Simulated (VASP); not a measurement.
Method: vdW-DF-cx, VASP's PBE PAW potentials (set 64) (plane waves; VASP 6.6.1).

VASP ran on this input.

**INCAR**
```
# general
SYSTEM   = Li2O
PREC     = Accurate
ENCUT    = 520   # plane-wave cut-off (eV)
LREAL    = .FALSE.   # projection in real space or not
LASPH    = .TRUE.   # aspherical one-centre terms
ICHARG   = 11   # fixed density

# electronic loop
EDIFF    = 1E-7   # SCF stop (eV)
NELM     = 100
ALGO     = Normal   # blocked Davidson

# smearing
ISMEAR   = 0
SIGMA    = 0.05   # width (eV)

# functional
GGA      = CX
LUSE_VDW = .TRUE.
AGGAC    = 0.0

# output
LWAVE    = .FALSE.
LCHARG   = .FALSE.
LORBIT   = 11   # lm-projected
```

POSCAR:
```
Li2O
1
    0.0000000000     2.3185295981     2.3185295981
    2.3185295981     0.0000000000     2.3185295981
    2.3185295981     2.3185295981     0.0000000000
Li O
2 1
Direct
  0.2500000000   0.2500000000   0.2500000000
  0.7500000000   0.7500000000   0.7500000000
  0.0000000000   0.0000000000   0.0000000000
```

### KPOINTS
```
k-points along high-symmetry lines
15
Line-mode
Reciprocal
  0.000000   0.000000   0.000000 ! GAMMA
  0.500000   0.000000   0.500000 ! X

  0.500000   0.000000   0.500000 ! X
  0.625000   0.250000   0.625000 ! U

  0.375000   0.375000   0.750000 ! K
  0.000000   0.000000   0.000000 ! GAMMA

  0.000000   0.000000   0.000000 ! GAMMA
  0.500000   0.500000   0.500000 ! L

  0.500000   0.500000   0.500000 ! L
  0.500000   0.250000   0.750000 ! W

  0.500000   0.250000   0.750000 ! W
  0.500000   0.000000   0.500000 ! X
```

POTCAR, in this order: Li_sv O (PBE.64 set). Program: vasp_std. Read from the step before: CHGCAR.

What VASP printed:

File OUTCAR:
```
 ion  position               nearest neighbor table
   1  0.250  0.250  0.250-   3 2.01   3 2.01   3 2.01   3 2.01   2 2.32   2 2.32   2 2.32   2 2.32
                             2 2.32   2 2.32
   2  0.750  0.750  0.750-   3 2.01   3 2.01   3 2.01   3 2.01   1 2.32   1 2.32   1 2.32   1 2.32
                             1 2.32   1 2.32
   3  0.000  0.000  0.000-   1 2.01   2 2.01   2 2.01   2 2.01   2 2.01   1 2.01   1 2.01   1 2.01
  LATTYP: Found a face centered cubic cell.
 ALAT       =     4.6370591962
 Subroutine PRICEL returns:
 Original cell was already a primitive cell.
 Subroutine GETGRP returns: Found 48 space group operations
The static configuration has the point symmetry O_h .
The dynamic configuration has the point symmetry O_h .
 Subroutine INISYM returns: Found 48 space group operations
   k-points           NKPTS =     90   k-points in BZ     NKDIM =     90   number of bands    NBANDS=     10
   number of dos      NEDOS =    301   number of ions     NIONS =      3
   total plane-waves  NPLWV =  13824
   dimension x,y,z NGX =    24 NGY =   24 NGZ =   24
   dimension x,y,z NGXF=    48 NGYF=   48 NGZF=   48
   ions per type =               2   1
   PREC   = accura    normal or accurate (medium, high low for compatibility)
   ISTART =      0    job   : 0-new  1-cont  2-samecut
   ICHARG =     11    charge: 1-file 2-atom 10-const
   ISPIN  =      1    spin polarized calculation?
   LNONCOLLINEAR =      F non collinear calculations
   LSORBIT =      F    spin-orbit coupling
   INIWAV =      1    electr: 0-lowe 1-rand  2-diag
   ENCUT  =  520.0 eV  38.22 Ry    6.18 a.u.   6.10  6.10  6.10*2*pi/ulx,y,z
   NELM   =    100;   NELMIN=  2; NELMDL= -5     # of ELM steps
   EDIFF  = 0.1E-06   stopping-criterion for ELM
   LREAL  =      F    real-space projection
   NLSPLINE    = F    spline interpolate recip. space projectors
   LMAXMIX     =    2 max onsite mixed and CHGCAR
   VOSKOWN=      0    Vosko Wilk Nusair interpolation
   EDIFFG = 0.1E-05   stopping-criterion for IOM
   NSW    =      0    number of steps for IOM
   NBLOCK =      1;   KBLOCK =      1    inner block; outer block
   IBRION =     -1    ionic relax: 0-MD 1-quasi-New 2-CG
   NFREE  =      0    steps in history (QN), initial steepest desc. (CG)
   ISIF   =      2    stress and relaxation
   ISYM   =      2    0-nonsym 1-usesym 2-fastsym
   TEIN   =    0.0    initial temperature
   TEBEG  =    0.0;   TEEND  =   0.0 temperature during run
   SMASS  =  -3.00    Nose mass-parameter (am)
   PSTRESS=    0.0 pullay stress
   NELECT =      12.0000    total number of electrons
   EFERMI =   0.00;   METHOD = LEGACY
   ISMEAR =     0;   SIGMA  =   0.05  broadening in eV -4-tet -1-fermi 0-gaus
   IALGO  =     38    algorithm
   LDIAG  =      T    sub-space diagonalisation (order eigenvalues)
   IMIX   =      4    mixing-type and parameters
     AMIX     =   0.40;   BMIX     =  1.00
     AMIX_MAG =   1.60;   BMIX_MAG =  1.00
     AMIN     =   0.10
   GGA     = CX    functional components
   VOSKOWN =     0    Vosko Wilk Nusair interpolation
   LHFCALC =     F    Hartree Fock is set to
   LHFONE  =     F    Hartree Fock one center treatment
   AEXX    =    0.0000 exact exchange contribution
   LUSE_VDW   =     T    switch on vdW DFT
   IVDW    =     0    specifies the selected vdW correction
   LEPSILON=     F    determine dielectric tensor
   LRPA    =     F    only Hartree local field effects (RPA)
  energy-cutoff  :      520.00
  volume of cell :       24.93
      direct lattice vectors                 reciprocal lattice vectors
     0.000000000  2.318529598  2.318529598    -0.215653922  0.215653922  0.215653922
     2.318529598  0.000000000  2.318529598     0.215653922 -0.215653922  0.215653922
     2.318529598  2.318529598  0.000000000     0.215653922  0.215653922 -0.215653922
 k-point     1 :   0.0000 0.0000 0.0000  plane waves:     645
 k-point     2 :   0.0357 0.0000 0.0357  plane waves:     665
 k-point     3 :   0.0714 0.0000 0.0714  plane waves:     673
 k-point     4 :   0.1071 0.0000 0.1071  plane waves:     665
 k-point     5 :   0.1429 0.0000 0.1429  plane waves:     665
 k-point     6 :   0.1786 0.0000 0.1786  plane waves:     665
...
```

**OSZICAR**
```
       N       E                     dE             d eps       ncg     rms          rms(c)
DAV:   1     0.424070774272E+02    0.42407E+02   -0.62120E+03  1824   0.129E+03
DAV:   2    -0.569531125119E+01   -0.48102E+02   -0.45321E+02  2194   0.221E+02
DAV:   3    -0.103032781819E+02   -0.46080E+01   -0.45889E+01  3092   0.580E+01
DAV:   4    -0.103862658952E+02   -0.82988E-01   -0.82889E-01  2324   0.762E+00
DAV:   5    -0.103868427137E+02   -0.57682E-03   -0.57674E-03  2636   0.625E-01
DAV:   6    -0.103868500896E+02   -0.73759E-05   -0.73758E-05  2320   0.460E-02
DAV:   7    -0.103868501420E+02   -0.52317E-07   -0.52250E-07  2674   0.410E-03
   1 F= -.10386850E+02 E0= -.10386850E+02  d E =-.661388E-11
```

### OUTCAR
```
 val. band max:        1.2778823668   @ k =   0.0000   0.0000   0.0000

 cond. band min:       6.2487465666   @ k =   0.5000   0.0000   0.5000



 k-point     1 :       0.0000    0.0000    0.0000
  band No.  band energies     occupation
      1     -41.4285      2.00000
      2     -41.1092      2.00000
      3     -14.0558      2.00000
      4       1.2779      2.00000
      5       1.2779      2.00000
      6       1.2779      2.00000
      7       6.5384      0.00000
      8      13.4283      0.00000
      9      13.4283      0.00000
     10      13.4285      0.00000

 k-point     2 :       0.0357    0.0000    0.0357
  band No.  band energies     occupation
      1     -41.4270      2.00000
      2     -41.1107      2.00000
      3     -14.0526      2.00000
      4       1.2399      2.00000
      5       1.2585      2.00000
      6       1.2585      2.00000
      7       6.5870      0.00000
      8      13.4374      0.00000
      9      13.4376      0.00000
     10      13.4640      0.00000

 k-point     3 :       0.0714    0.0000    0.0714
  band No.  band energies     occupation
      1     -41.4225      2.00000
      2     -41.1140      2.00000
      3     -14.0428      2.00000
      4       1.1331      2.00000
      5       1.2018      2.00000
      6       1.2018      2.00000
      7       6.7212      0.00000
      8      13.4664      0.00000
      9      13.4666      0.00000
     10      13.5712      0.00000

 k-point     4 :       0.1071    0.0000    0.1071
  band No.  band energies     occupation
      1     -41.4150      2.00000
      2     -41.1194      2.00000
      3     -14.0265      2.00000
      4       0.9756      2.00000
      5       1.1118      2.00000
      6       1.1118      2.00000
      7       6.9126      0.00000
      8      13.5180      0.00000
      9      13.5182      0.00000
     10      13.7470      0.00000

 k-point     5 :       0.1429    0.0000    0.1429
  band No.  band energies     occupation
...
```

The density is held fixed in this step, so its total energy and stress have no physical meaning.

The compound is Li2O in the antifluorite structure. It was relaxed first.
